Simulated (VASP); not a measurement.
# BaS: convergence, self-consistent run

BaS, Fm-3m (no. 225), 2 atoms in the cell. PBEsol; PAW potentials Ba_sv, S (PBE set). VASP 6.6.1.

Wanted: energy within 0.2 meV/atom; levels at the zone centre within 0.003 eV.

What the run is for: comparing ways to start; Accuracy asked: tight.

Levels at the zone centre: counted from the valence top at that point.

POSCAR:
```
BaS
1.0
    0.0000000000      3.1937500000      3.1937500000
    3.1937500000      0.0000000000      3.1937500000
    3.1937500000      3.1937500000      0.0000000000
Ba S
1 1
Direct
    0.0000000000      0.0000000000      0.0000000000
    0.5000000000      0.5000000000      0.5000000000
```

## How the run starts (with a second run first, the time holds both)

| How the run starts (with a second run first, the time holds both) | Energy less reference (meV/atom) | Levels at the zone centre, largest deviation (eV) | Time (s) |
|---|---|---|---|
| from scratch: 13 SCF iterations | 0.00 | 0.0000 | 22 |
| density of a coarse mesh (ICHARG 1): 12 + 9 SCF iterations | 0.00 | 0.0004 | 31 |
| orbitals of a lower cutoff (ISTART 1): 13 + 5 SCF iterations | 0.00 | 0.0015 | 24 |
| orbitals of a loose run: 9 + 4 SCF iterations | 0.00 | 0.0002 | 19 |

Chosen: from scratch: 13 SCF iterations; no other choice that stays within half of the tolerance saves 30 % of the time.

The chosen settings are those of the reference run.

Values of the reference run: Levels at the zone centre: 0, 0, 3.408 eV from the valence top at Gamma.

## The input

INCAR:
```
SYSTEM = BaS
  GGA = PS
  ISMEAR = 0
  SIGMA = 0.03
  LWAVE = .FALSE.
  LCHARG = .FALSE.
  ISIF = 2
  PREC = Accurate
  LASPH = .TRUE.
  LREAL = .FALSE.
  ALGO = Normal
  EDIFF = 1E-6
  NELM = 120
  GGA_COMPAT = .FALSE.
  ENCUT = 400
  EFERMI = MIDGAP
```

KPOINTS:
```
k-points
0
Gamma
  7 7 7
```

Commands:
```
cat potpaw_PBE.64/Ba_sv/POTCAR potpaw_PBE.64/S/POTCAR > POTCAR
mpirun -np 1 vasp_std > vasp.out
```

The chosen input took VASP 6.6.1 22 s on 1 core (Intel Xeon Platinum 8259CL @ 2.50GHz (Skylake/Cascade Lake)), a shared host.

## An input that fails: restart asked without its files

VASP's message: ERROR: charge density could not be read from file CHGCAR for ICHARG>10.

Changes against the starting input:
```
- NELM = 120
+ NELM = 60
+ ICHARG = 11
```
